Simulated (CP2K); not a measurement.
BN: band structure with PBEsol

**The experiment to reproduce.**

A printed reference work, monograph reports, for a bulk crystal of BN at 300 K: band gap 6.4 eV (indirect).

Crystal: BN.

```
N B
1.0
     2.56397    0.00000    0.00000
     1.28199    2.22046    0.00000
     1.28199    0.74015    2.09347
N B
1 1
Direct
  0.25000 0.25000 0.25000
  0.00000 0.00000 0.00000
```

The cell is a database's computed one.

| Property | Result |
| --- | --- |
| Program | CP2K 2026.2 |
| Task | band structure |
| Functional | PBEsol |
| Potentials or basis | POTENTIAL_UZH N GTH-PBE-q5, B GTH-PBE-q3; TZVP-MOLOPT-PBE-GTH basis |
| Density cutoff | 6123 eV |
| k mesh | 13 × 13 × 13 |
| Occupations | fermi-dirac, width 0.05 eV |
| Spin | no spin polarisation |
| SCF solver | diagonalisation with k points |
| Quickstep method | GPW |
| EPS_DEFAULT | 1.0E-10 |
| EPS_SCF | 1.0E-6 |
| MAX_SCF | 100 |
| SCF_GUESS | ATOMIC |
| k points reduced by the point group | yes |
| Mesh centred on Gamma | yes |
| CHOLESKY | OFF |
| EPS_EIGVAL | 1.0E-7 |
| MIXING METHOD | BROYDEN_MIXING |
| MIXING ALPHA | 0.4 |
| NBUFFER | 8 |
| NGRIDS | 4 |
| Basis sets | N TZVP-MOLOPT-PBE-GTH-q5, B TZVP-MOLOPT-PBE-GTH-q3 |
| Potentials | N GTH-PBE-q5 of POTENTIAL_UZH, B GTH-PBE-q3 of POTENTIAL_UZH |
| ADDED_MOS | [10] |
| Points a segment of the path (NPOINTS) | 10 |
| Bands added on the path | 2 |
| REL_CUTOFF (Ry) | 60 Ry |
| MIXING BETA (1/bohr) | 1.5 1/bohr |
| CUTOFF of the grids | 450 Ry |

```json
{
  "Pressure": "-2.6 GPa",
  "Band gap on the k mesh": "4.33 eV, indirect (least direct gap 8.68 eV)",
  "Band gap along the path": "4.26 eV, indirect (least direct gap 8.68 eV)",
  "Mulliken charges": "N -0.70; B +0.70 e",
  "Hirshfeld charges": "N -0.15; B +0.15 e"
}
```

Levels at the corners of the path, in eV from the valence-band top:
```csv
point,band 1,band 2,band 3,band 4,band 5,band 6,band 7,band 8
Γ,-20.20,0.00,0.00,0.00,8.68,8.68,8.68,10.48
X,-14.60,-8.93,-4.91,-4.91,4.26,9.16,17.74,17.74
W,-14.29,-7.58,-7.00,-6.54,9.44,13.14,14.27,14.57
K,-14.51,-8.13,-7.70,-4.08,6.72,12.73,15.71,16.52
Γ,-20.20,0.00,0.00,0.00,8.68,8.68,8.68,10.48
L,-15.97,-10.72,-1.94,-1.94,10.00,10.60,10.60,15.69
U,-14.51,-8.13,-7.70,-4.08,6.72,12.73,15.71,16.52
W,-14.29,-7.58,-7.00,-6.54,9.44,13.14,14.27,14.57
L,-15.97,-10.72,-1.94,-1.94,10.00,10.60,10.60,15.69
K,-14.51,-8.13,-7.70,-4.08,6.72,12.73,15.71,16.52
U,-14.51,-8.13,-7.70,-4.08,6.72,12.73,15.71,16.52
X,-14.60,-8.93,-4.91,-4.91,4.26,9.16,17.74,17.74
```

Run time: 4.6 min on 1 thread of AMD EPYC 7R43 64-Core Processor (Zen 3), with other jobs on the host, peak memory 0.27 GiB.

Measured gap of BN: 6.4 eV (indirect; 300 K; a printed reference work, monograph). This calculation gives 4.26 eV (-2.14 eV). The value is that of PBEsol in an atomic basis (POTENTIAL_UZH N GTH-PBE-q5, B GTH-PBE-q3; TZVP-MOLOPT-PBE-GTH basis), whose error adds to the functional's,, without temperature or zero-point motion. Semilocal functionals fall short of measured gaps as a rule. The cell is a database's relaxed one, not the measured one, which moves gaps too.

Caveat: Mulliken charges move with the basis; the potentials were made for another functional, which shifts forces and pressure; the basis of atomic orbitals isn't converged, which shifts pressures, moduli and gaps.
